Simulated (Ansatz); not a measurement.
Method: DFT r2SCAN, scalar-relativistic, plane waves, PAW (Ansatz 0.2.0). Settings: cutoff 500 eV, Γ-centred meshes no coarser than 0.19 Å⁻¹ for metals and 0.3 Å⁻¹ for insulators (2π included), Gaussian smearing.

These are static lattice energies at zero pressure. Larger cells and other orderings weren't all tried, so the list isn't exhaustive. For metals, differences of a few meV/atom aren't resolved. No run is spin-polarised.

**Question.** Which is lower for Ni₂Ge, the cotunnite or the beta-cristobalite structure, and by how much?

**Answer.** The cotunnite structure, by 2155 meV/atom. It takes 11.6 Å³/atom against 43.1.

**Question.** Which is lower for Ni₂Ge, the cotunnite or the Ni2In structure, and by how much?

**Answer.** The cotunnite structure, by 30 meV/atom. It takes 11.6 Å³/atom against 11.5.

**Question.** Which is lower for Ni₂Ge, the beta-cristobalite or the Ni2In structure, and by how much?

**Answer.** The Ni2In structure, by 2125 meV/atom. It takes 11.5 Å³/atom against 43.1.